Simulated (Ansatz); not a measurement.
A run of Ansatz 0.2.0 is set up as follows.

File input:

```
crystal:
  lattice:
    - [2.8124553515, 0.0, 0.0]
    - [-1.4062276757, 2.4356577814, 0.0]
    - [0.0, 0.0, 4.86685]
  atoms:
    - { symbol: Al, position: [0.3333333333, 0.6666666667, 0.25] }
    - { symbol: Al, position: [0.6666666667, 0.3333333333, 0.75] }
hamiltonian:
  xc: { exchange: pbesol, correlation: pbesol, exx: { coeff: 0.25 } }
  pseudopotentials: { kind: paw }
kpoints:
  mp_grid: { grid: [6, 6, 3] }
scf:
  occupations: { method: fermi_dirac, width: 0.05 }
output:
  forces: true
  stress: true
  eigenvalues: true
relax:
  f_tol: 0.01
  max_steps: 40
  cell: { stress_tol: 0.05 }
```

(1) Predict the band gap on the k mesh.

(2) Predict the space group after relaxing (to 0.05 Å).

Results:

(1) none (metal or under the smearing width).

(2) P6_3/mmc (No. 194).

Caveat: the k mesh is coarse (spacing up to 0.43 Å⁻¹), so the values aren't converged, least of all with exact exchange.
